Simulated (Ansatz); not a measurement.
This is a single-point calculation with the plane-wave code Ansatz on CdS in the zincblende structure; the level of theory is PBE. The cell was relaxed with r2SCAN and then strained (isotropic -1.5 % on every length), with the atoms relaxed again with r2SCAN; k points keep the names of the unstrained zone.

input.yaml:
```yaml
crystal:
  lattice:
    - [0.0, 2.8951266139, 2.8951266139]
    - [2.8951266139, 0.0, 2.8951266139]
    - [2.8951266139, 2.8951266139, 0.0]
  atoms:
    - { symbol: Cd, position: [0.0, 0.0, 0.0] }
    - { symbol: S, position: [0.25, 0.25, 0.25] }
kpoints:
  mp_grid: { grid: [8, 8, 8] }
  band_path:
    path:
      - [0.0, 0.0, 0.0]
      - [-0.5, -0.5, 0.0]
      - [-0.375, -0.375, 0.25]
      - [-0.375, 0.0, 0.375]
      - [0.0, 0.0, 0.5]
      - [-0.5, -0.25, 0.25]
    npoints: 1
hamiltonian:
  xc: pbe
scf:
  occupations: { method: fermi_dirac, width: 0.02 }
  n_extra_bands: 4
output:
  forces: true
  stress: true
  eigenvalues: true
  write_density: true
  write_potential: true
  elf: true
  volumetric_format: npy
```

Command: `ansatz run input.yaml --threads 2 --pin off --max-ram 2211MiB --backend cpu --events-out ev --progress --plain --runs-dir out`.

Problem. It took 2.3 s on 2 threads of Intel(R) Xeon(R) Platinum 8259CL CPU @ 2.50GHz (Skylake/Cascade Lake), with other jobs on the host. What peak of host memory did it reach?

Solution. About 0.39 GiB.

What the program printed (shortened):
```
Functional definition: PBE
  parameter kappa = 0.804
  parameter beta = 0.06672455060314922
  exchange = pbe_x(kappa = kappa, mu = beta*pi^2/3)
  correlation = pbe_c(beta = beta)
Crystal: 2 atoms, lattice volume = 48.533 Å³
Basis set: ecut = 420 eV, 941 PW (Γ)
Bands: 17, of which v1, the nominal top of the filled ones, is band 13 counted from 1 (12 counted from 0)
Symmetry: 24 space group operations
Space group: F-43m (ITA 216)
k-points: 29 of 512 (time reversal used)
NSCF: frozen V_eff on 6 k-points
Free energy (F): -9157.783497 eV
Fermi energy:    7.833938 eV
--- Stress (GPa, compression-positive) ---
        4.379065       0.000000       0.000000
        0.000000       4.379065       0.000000
        0.000000       0.000000       4.379065
  P = ⅓ Tr σ = 4.3791 GPa (43.791 kbar)
```

The file bands.tsv (bands near the Fermi energy, numbered from 0, rounded):
```tsv
# k_distance	band_8	band_9	band_10	band_11	band_12	band_13	band_14	band_15	band_16
# fermi_ev = 7.833938
# [0, 0, 0] at k_distance = 0.000000
# [-0.5, -0.5, 0] at k_distance = 1.085131
# [-0.375, -0.375, 0.25] at k_distance = 1.468783
# [-0.375, 0, 0.375] at k_distance = 2.133288
# [0, 0, 0.5] at k_distance = 2.797792
# [-0.5, -0.25, 0.25] at k_distance = 3.565096
# levels_relative_to = fermi_ev
0.000	-7.900	-7.900	-0.607	-0.607	-0.607	0.585	5.912	5.912	5.912
1.085	-7.807	-7.435	-4.653	-2.562	-2.562	2.912	3.773	8.676	10.295
1.469	-7.853	-7.291	-4.645	-3.233	-2.196	3.627	4.888	7.911	8.437
2.133	-7.853	-7.291	-4.645	-3.233	-2.196	3.627	4.888	7.911	8.437
2.798	-7.860	-7.501	-5.140	-1.390	-1.390	2.438	6.385	6.385	6.915
3.565	-7.894	-7.234	-4.610	-2.970	-2.870	4.815	4.910	6.657	7.419
```
In order the rows are Γ, X, U, K, L, W.

Planar averages along the third cell vector, from rho_z.tsv and v_z.tsv (valence density with its augmentation; electrostatic potential energy of an electron, of which only differences have a meaning):
```
z (Å)  ρ (e/Å³)  v_es (eV)
 0.00     1.548       2.69
 0.14     1.513       1.94
 0.41     1.137       0.56
 0.55     0.898       0.29
 0.68     0.689       0.43
 0.82     0.531       0.93
 1.09     0.364       2.57
 1.23     0.325       3.49
 1.36     0.298       4.41
 1.50     0.273       5.41
 1.77     0.211       7.94
 1.91     0.177       9.18
 2.05     0.145      10.13
 2.18     0.118      10.71
 2.46     0.086      11.03
 2.59     0.080      10.88
 2.73     0.081      10.54
 2.87     0.094       9.97
 3.14     0.181       8.22
 3.28     0.286       7.25
 3.41     0.453       6.35
 3.55     0.686       5.52
 3.82     1.235       4.04
 3.96     1.448       3.37
```

PBE gives a direct gap of 1.19 eV at Γ. At this geometry PBE finds +4.38 GPa, compression counted positive: its own equilibrium volume is larger.

Spin-unpolarised throughout; all numbers are computed.

Spin-orbit coupling is left out.
